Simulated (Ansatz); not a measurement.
**Grüneisen parameters and expansion of AlP (F-43m)**

Which modes of AlP drive its thermal expansion?

Measurements to reproduce:
- heat capacity C_P per formula unit 42 J/mol/K and bulk modulus 86 GPa near room temperature (given in “High-Throughput Prediction of Finite-Temperature Properties using the Quasi-Harmonic Approximation”, 2016, arXiv:1603.06924)

Main program and level: Ansatz 0.2.0; DFT PBE, scalar-relativistic, plane waves, PAW.

The database entry behind the starting cell differs from later determinations by our own check (0.1 to 0.3 % short, probably kX units), so it need not match the best structure at ambient conditions.

**1. The structure**

The structure is cubic, space group F-43m (No. 216). Conventional cell: a = 5.451 Å, b = 5.451 Å, c = 5.451 Å, α = 90.00°, β = 90.00°, γ = 90.00°. Al has 4 P at 2.36 Å nearest. P has 4 Al at 2.36 Å nearest. Farther neighbours are not listed.

As a file:

```cif
data_structure
_symmetry_space_group_name_H-M 'P 1'
_symmetry_Int_Tables_number 1
_cell_length_a 3.8544
_cell_length_b 3.8544
_cell_length_c 3.8544
_cell_angle_alpha 60.000
_cell_angle_beta 60.000
_cell_angle_gamma 60.000
_cell_volume 40.49
loop_
_atom_site_label
_atom_site_type_symbol
_atom_site_fract_x
_atom_site_fract_y
_atom_site_fract_z
_atom_site_occupancy
Al1 Al 0.00000 0.00000 0.00000 1
P2 P 0.25000 0.25000 0.25000 1
```

**2. Probe on a coarse mesh**

Before spending time, one coarse run tells the gap and the pressure of the starting cell.

Contents of input.yaml:

```yaml
crystal:
  lattice:
    - [0.0, 2.7255, 2.7255]
    - [2.7255, 0.0, 2.7255]
    - [2.7255, 2.7255, 0.0]
  atoms:
    - { symbol: Al, position: [0.0, 0.0, 0.0] }
    - { symbol: P, position: [0.25, 0.25, 0.25] }
kpoints:
  mp_grid: { grid: [6, 6, 6] }
hamiltonian:
  xc: pbe
scf:
  occupations: { method: gaussian, width: 0.1 }
output:
  forces: true
  stress: true
  eigenvalues: true
```

The run is started by

```bash
$ ansatz run input.yaml --threads 2 --pin off --max-ram 5120MiB --backend cpu --events-out ev --progress --plain --runs-dir out
```

Numbers of over 12 decimals in the logs are rounded to 6 here.

The program printed:

```text
Engine: ansatz 0.2.0, x86_64-unknown-linux-gnu
Pseudopotentials: kind: paw
Pseudopotential: Al, paw, valence charge 3, recommended cutoff 420 eV (normal), Al.paw.azcp
Pseudopotential: P, paw, valence charge 5, recommended cutoff 420 eV (normal), P.paw.azcp
Functional definition: PBE
  parameter kappa = 0.804
  parameter beta = 0.066725
  exchange = pbe_x(kappa = kappa, mu = beta*pi^2/3)
  correlation = pbe_c(beta = beta)
Crystal: 2 atoms, lattice volume = 40.492 Å³
Basis set: ecut = 420 eV, 749 PW (Γ), exchange–correlation on 54×54×54 points (8 copies of the dense FFT grid, shifted against one another)
Bands: 8, of which v1, the nominal top of the filled ones, is band 4 counted from 1 (3 counted from 0)
Symmetry: 24 space group operations
Space group: F-43m (ITA 216), of the structure as read, at distance tolerance 3.4e-5 Å
k-points: 16 of 216 (time reversal used)
Non-local potential: Al, projectors of the file, l = 0: 2, l = 1: 2, l = 2: 1
Non-local potential: P, projectors of the file, l = 0: 2, l = 1: 2, l = 2: 2
PAW form: soft (Blöchl's): semilocal exchange-correlation on the pseudo side does not see the compensation charge
PAW one-centre angular grid: Al, 110 points (default); XC on 64 Gauss nodes
PAW one-centre angular grid: P, 110 points (default); XC on 64 Gauss nodes
Initial density: superposition of atomic densities (neutral atoms: chi_scale 0, normalization atom), corrected by the library's trained network
Initial wavefunctions: pseudopotential atomic-orbital guess
Functional: x = pbe(κ = 0.804, μ = 0.219515), c = pbe(β = 0.066725)
SCF iter   1: F=—  HF=-1294.424934 eV  |F-HF|=—  |Δ(HF+E_count)|=         —  Δρ=1.03e-3  dr2=6.52e-4  ethr=1.77e-3  ⟨swp⟩=5.9  Hψ=1152  notcnv=0
preconditioner: auto → none  [insulator: Δε(μ)=1.557 eV  Ē_g=9.996 eV  σ=0.100 eV  W_gap=1.00  n_scr=8 (ndim 8)  ℏωp=16.5 eV  f_vac=0.000  D(μ)=0.00/eV (n_scr^D=0)  ε∞_Penn≈3.7]
SCF iter   2: F=—  HF=-1294.424926 eV  |F-HF|=—  |Δ(HF+E_count)|=   7.75e-6  Δρ=3.32e-4  dr2=3.16e-5  ethr=8.15e-6  ⟨swp⟩=2.2  Hψ=322  notcnv=0
SCF iter   3: F=—  HF=-1294.424982 eV  |F-HF|=—  |Δ(HF+E_count)|=   5.61e-5  Δρ=1.28e-4  dr2=3.80e-6  ethr=3.95e-7  ⟨swp⟩=2.3  Hψ=192  notcnv=0
SCF iter   4: F=—  HF=-1294.424990 eV  |F-HF|=—  |Δ(HF+E_count)|=   7.73e-6  Δρ=2.08e-5  dr2=2.84e-7  ethr=4.75e-8  ⟨swp⟩=2.3  Hψ=188  notcnv=0
iter 5 did not close the SCF: its close was put off for the readings that it lacked (scf_convergence_deferred on its scf_iter line)
SCF iter   5: F=-1294.424990 eV  HF=-1294.424990 eV  |F-HF|=2.37e-9  |Δ(HF+E_count)|=   1.03e-7  Δρ=3.51e-6  dr2=3.49e-9  ethr=3.55e-9  ⟨swp⟩=2.8  Hψ=189  notcnv=0
SCF iter   6: F=-1294.424990 eV  HF=-1294.424990 eV  |F-HF|=2.05e-10  |Δ(HF+E_count)|=   3.31e-9  Δρ=8.31e-7  dr2=3.92e-10  ethr=4.36e-11  ⟨swp⟩=3.9  Hψ=773  notcnv=0
SCF 1 converged in 6 iterations: F = -1294.424990 eV  dr2 = 3.92e-10
  greatest PAW one-centre occupation: 0.780 electrons in one spin orbital (limit 2), on the P atom at site 1 (counted from 0), in its partial waves of l = 0
SCF converged after 6 iterations
Free energy (F): -1294.424990 eV
Harris-Foulkes:  -1294.424990 eV  (|F-HF|=2.05e-10)
Internal energy: -1294.424990 eV  (E = F + TS)
E sigma→0 (E₀):  -1294.424990 eV
Fermi energy:    5.881543 eV
--- Per-component energies (eV) ---
  E_band       = 5.164262
  E_kinetic    = 94.149183
  E_local      = -81.898996  (includes V_loc(G=0)·N_el)
  E_nonlocal   = 44.708536
  E_hartree    = 24.923405
  E_xc         = -101.683113
  E_vxc        = -90.245696  (∫ρ·V_xc dr)
  E_paw        = -1036.950091  (= ΣΔE_a)
  E_vpaw       = -11.395497  (= ΣTr[D̂ρ^β])
  E_aug_tail   = 0.000001  (compensation charges beyond the density's cutoff)
  E_ewald      = -237.673915
  E_smearing   = -0.000000  (= −TS)
  E_closure    = 0.000000  (closes the sum)
  Σ components = -1294.424990   (vs F -1294.424990, Δ=0.00e0)
--- Forces (eV/Å), atoms counted from 1 ---
  atom   1  Al     0.00000000    -0.00000000     0.00000000
  atom   2  P     -0.00000000     0.00000000     0.00000000
  max |Σ_I F_I| component: 3.70e-17 eV/Å
--- Stress (GPa, compression-positive) ---
        2.779316      -0.000000      -0.000000
       -0.000000       2.779316       0.000000
        0.000000       0.000000       2.779316
  P = ⅓ Tr σ = 2.7793 GPa (27.793 kbar)
--- Band table (eV; the first three rows and the last of 16) ---
  k-point 0: bands = ["-6.4316", "5.0972", "5.0972", "5.0972", "8.4465", "9.6646", "9.6646", "9.6646"]
  k-point 1: bands = ["-6.1269", "3.2244", "4.8543", "4.8543", "8.7502", "10.0989", "10.0989", "10.7871"]
  k-point 2: bands = ["-5.3328", "0.7492", "4.4824", "4.4824", "8.1713", "10.1432", "10.1432", "13.0574"]
  k-point 15: bands = ["-4.0355", "0.0446", "2.1764", "2.4202", "8.4100", "9.4142", "12.7635", "13.1083"]
```

It took 1.2 s on 2 threads of Intel Xeon Platinum 8375C at 2.90GHz (Ice Lake), shared host; peak memory 0.31 GiB; 1.6 s of CPU time.

Numbers from this step:

```yaml
pressure: 2.779 GPa
gap_on_the_k_mesh: 1.569 eV
volume_per_atom: 20.25 Å³
```

The start is under 2.8 GPa at this level and looks like an insulator or semiconductor on this mesh.

**3. Relaxation**

Phonons are second derivatives about a minimum, so cell and atoms are relaxed first, inside the symmetry of the start.

input.yaml, the sections that differ from step 2:

```yaml
kpoints:
  mp_grid: { grid: [8, 8, 8] }
scf:
  occupations: { method: gaussian, width: 0.02 }
relax:
  adjacent_minimum: "off"
  f_tol: 0.005
  max_steps: 80
  cell: { stress_tol: 0.05 }
# crystal, hamiltonian, output: as in step 2
```

The program printed:

```text
[...]
Crystal: 2 atoms, lattice volume = 40.492 Å³
Basis set: ecut = 420 eV, 749 PW (Γ), exchange–correlation on 54×54×54 points (8 copies of the dense FFT grid, shifted against one another)
Bands: 8, of which v1, the nominal top of the filled ones, is band 4 counted from 1 (3 counted from 0)
Symmetry: 24 space group operations
[...]
k-points: 29 of 512 (time reversal used)
[...]
SCF iter   1: F=—  HF=-1294.432699 eV  |F-HF|=—  |Δ(HF+E_count)|=         —  Δρ=1.22e-3  dr2=9.77e-4  ethr=1.77e-3  ⟨swp⟩=6.4  Hψ=2242  notcnv=0
[...]
SCF iter   6: F=-1294.432648 eV  HF=-1294.432648 eV  |F-HF|=2.60e-10  |Δ(HF+E_count)|=   1.55e-9  Δρ=9.64e-7  dr2=5.30e-10  ethr=4.38e-11  ⟨swp⟩=3.0  Hψ=1259  notcnv=0
SCF 1 converged in 6 iterations: F = -1294.432648 eV  dr2 = 5.30e-10
[...]
relax step   1: F+E_penalty+E_count = -1294.43264841 eV  Δ(F+E_penalty+E_count) = +0.000e0 eV  max|allowed force component| = 1.758e-16 eV/Å  Δτ_max = 0.0000 Å  P = +2.742 GPa  Ω = 40.492 Å³  (6 SCF iters, dr2 threshold 1.00e-7 eV, accepted)
Crystal: 2 atoms, lattice volume = 41.426 Å³
Basis set: ecut = 420 eV, 869 PW (Γ), exchange–correlation on 54×54×54 points (8 copies of the dense FFT grid, shifted against one another)
[...]
iter 1 solved again at ethr=1.32e-5 eV; its pass at ethr=3.10e-3 eV (dr2=1.06e-3 eV) is discarded
[...]
SCF iter   5: F=-1294.442348 eV  HF=-1294.442348 eV  |F-HF|=1.99e-9  |Δ(HF+E_count)|=   2.39e-7  Δρ=1.72e-6  dr2=1.40e-9  ethr=2.50e-9  ⟨swp⟩=6.9  Hψ=1359  notcnv=0
SCF 2 converged in 5 iterations: F = -1294.442348 eV  dr2 = 1.40e-9
[...]
relax step   2: F+E_penalty+E_count = -1294.44234796 eV  Δ(F+E_penalty+E_count) = -9.700e-3 eV  max|allowed force component| = 4.279e-17 eV/Å  Δτ_max = 0.0000 Å  P = +0.688 GPa  Ω = 41.426 Å³  energy of the carried Pulay correction = -1.844e-4 eV  (5 SCF iters, dr2 threshold 2.00e-7 eV, accepted)
Crystal: 2 atoms, lattice volume = 41.748 Å³
[...]
SCF iter   4: F=-1294.443005 eV  HF=-1294.443005 eV  |F-HF|=2.40e-8  |Δ(HF+E_count)|=   1.08e-7  Δρ=9.57e-6  dr2=2.77e-8  ethr=2.50e-9  ⟨swp⟩=7.0  Hψ=1378  notcnv=0
SCF 3 converged in 4 iterations: F = -1294.443005 eV  dr2 = 2.77e-8
relax step   3: F+E_penalty+E_count = -1294.44300516 eV  Δ(F+E_penalty+E_count) = -6.572e-4 eV  max|allowed force component| = 4.163e-17 eV/Å  Δτ_max = 0.0000 Å  P = +0.031 GPa  Ω = 41.748 Å³  energy of the carried Pulay correction = -2.471e-4 eV  (4 SCF iters, dr2 threshold 2.00e-7 eV, accepted)
[...]
SCF iter   5: F=-1294.443299 eV  HF=-1294.443299 eV  |F-HF|=1.00e-11  |Δ(HF+E_count)|=  8.41e-11  Δρ=1.21e-7  dr2=2.52e-12  ethr=1.00e-12  ⟨swp⟩=6.8  Hψ=1199  notcnv=0
SCF 4 converged in 5 iterations: F = -1294.443299 eV  dr2 = 2.52e-12
relax step   4: F+E_penalty+E_count = -1294.44329872 eV  Δ(F+E_penalty+E_count) = -2.936e-4 eV  max|allowed force component| = 5.089e-17 eV/Å  Δτ_max = 0.0000 Å  P = +0.044 GPa  Ω = 41.748 Å³  stress off target by 4.39e-2 GPa  SCF on the basis re-selected at this cell (its energy is not comparable with the rows above)  (5 SCF iters)
basis re-selected at this cell: Δ(F+E_penalty+E_count) = -2.936e-4 eV, ΔP = +0.013 GPa vs the last step (what re-selecting the basis moved, of the pressure what is left beyond the Pulay correction that the steps carried, after the strain that the cell walked since its last selection, with what the two solves' SCF thresholds leave and, on support functions, any second-order correction that the steps lacked; it is no m [...]
SCF converged after 5 iterations
Free energy (F): -1294.443299 eV
[...]
Internal energy: -1294.443299 eV  (E = F + TS)
E sigma→0 (E₀):  -1294.443299 eV
Fermi energy:    5.616746 eV
[...]
--- Stress (GPa, compression-positive) ---
        0.043867       0.000000      -0.000000
        0.000000       0.043867       0.000000
        0.000000       0.000000       0.043867
  P = ⅓ Tr σ = 0.0439 GPa (0.439 kbar)
--- Band table (eV; the first three rows and the last of 29) ---
[...]
--- Relaxed structure (3 steps of the walk, 3 accepted, 1 SCFs on fresh bases) ---
  F+E_penalty+E_count = -1294.44329872 eV   max|allowed force component| = 5.089e-17 eV/Å   (the final SCF, on the basis selected at the relaxed cell)
  cell:  # Å, volume = 41.7482 Å³
    - [0, 2.753401, 2.753401]
    - [2.753401, 0, 2.753401]
    - [2.753401, 2.753401, 0]
  atoms:
    - { symbol: Al, position: [0, 0, 0] }
    - { symbol: P, position: [0.25, 0.25, 0.25] }
```

Wall time 7 s (2 threads); peak memory 0.36 GiB.

The steps of the relaxation:

```csv
step,energy less that of the first step (eV),largest force component (eV/Å),pressure (GPa),volume (Å³)
1,0.0000,0.0000,2.74,40.49
2,-0.0097,0.0000,0.69,41.43
3,-0.0104,0.0000,0.03,41.75
4*,-0.0107,0.0000,0.04,41.75
```

Relaxation steps marked * repeat the geometry before them on a plane-wave basis chosen anew for their cell, so energy and pressure can jump there.

Forces are held to the 24 operations that the run works with; a distortion that breaks them can't arise in this run.

```csv
"conventional cell, symmetrised",before,after,change
a (Å),5.451,5.507,+1.0 %
b (Å),5.451,5.507,+1.0 %
c (Å),5.451,5.507,+1.0 %
volume (Å³/atom),20.25,20.87,+3.1 %
```

The relaxed structure:

```cif
data_structure
_symmetry_space_group_name_H-M 'P 1'
_symmetry_Int_Tables_number 1
_cell_length_a 3.8939
_cell_length_b 3.8939
_cell_length_c 3.8939
_cell_angle_alpha 60.000
_cell_angle_beta 60.000
_cell_angle_gamma 60.000
_cell_volume 41.75
loop_
_atom_site_label
_atom_site_type_symbol
_atom_site_fract_x
_atom_site_fract_y
_atom_site_fract_z
_atom_site_occupancy
Al1 Al 0.00000 0.00000 0.00000 1
P2 P 0.25000 0.25000 0.25000 1
```

This step gave:

```
pressure          : 0.04387 GPa
gap on the k-mesh : 1.631 eV
volume per atom   : 20.87 Å³
```

The relaxation ends with a pressure of 0.04 GPa.

**4. Tight relaxation**

The relaxation is repeated with tighter thresholds on force and stress, since phonons are sensitive to what is left; a change of mesh or smearing in the input moves the cell too.

input.yaml, the sections that differ from step 3:

```yaml
crystal:
  lattice:
    - [0.0, 2.7534005793, 2.7534005793]
    - [2.7534005793, 0.0, 2.7534005793]
    - [2.7534005793, 2.7534005793, 0.0]
  atoms:
    - { symbol: Al, position: [0.0, 0.0, 0.0] }
    - { symbol: P, position: [0.25, 0.25, 0.25] }
scf:
  occupations: { method: fixed }
relax:
  adjacent_minimum: "off"
  f_tol: 0.001
  max_steps: 60
  cell: { stress_tol: 0.01 }
# kpoints, hamiltonian, output: as in step 3
```

The program printed:

```text
[...]
Crystal: 2 atoms, lattice volume = 41.748 Å³
Basis set: ecut = 420 eV, 869 PW (Γ), exchange–correlation on 54×54×54 points (8 copies of the dense FFT grid, shifted against one another)
Bands: 8, of which v1, the nominal top of the filled ones, is band 4 counted from 1 (3 counted from 0)
Symmetry: 24 space group operations
[...]
k-points: 29 of 512 (time reversal used)
[...]
-0.000000       0.000000       0.000086
  P = ⅓ Tr σ = 0.0001 GPa (0.001 kbar)
--- Band table (eV; the first three rows and the last of 29) ---
[...]
--- Relaxed structure (3 steps of the walk, 3 accepted, 1 SCFs on fresh bases) ---
[...]
cell:  # Å, volume = 41.7703 Å³
    - [0, 2.753886, 2.753886]
    - [2.753886, 0, 2.753886]
    - [2.753886, 2.753886, 0]
  atoms:
    - { symbol: Al, position: [0, 0, 0] }
    - { symbol: P, position: [0.25, 0.25, 0.25] }
[key lines of the parts left out:]
SCF converged after 6 iterations
Free energy (F): -1294.443302 eV
Fermi energy:    4.796196 eV
```

Wall time 7 s (2 threads); peak memory 0.34 GiB.

Little changed from the start: no atom moved by 0.005 Å and no cell edge by 0.1 %.

Numbers from this step:

| Item | Value |
| --- | --- |
| pressure | 8.63e-5 GPa |
| gap on the k-mesh | 1.632 eV |
| volume per atom | 20.89 Å³ |

The residual pressure is 8.6e-5 GPa, small enough for phonons.

(Part 1 of 4 ends here.)

[Logs are printed without paths, hosts, clocks, repeated set-up lines and the standing remarks that a program may print on its own settings, such as how far it seeks lower states.]

[Hosts, paths, dates, database ids (printed as entryN), source tags and the programs' standing remarks are cut or masked in the printed files.]

[A step with changed settings may run another functional than the one named; its input shows which.]

[Of the runs on displaced cells, only some may be shown.]
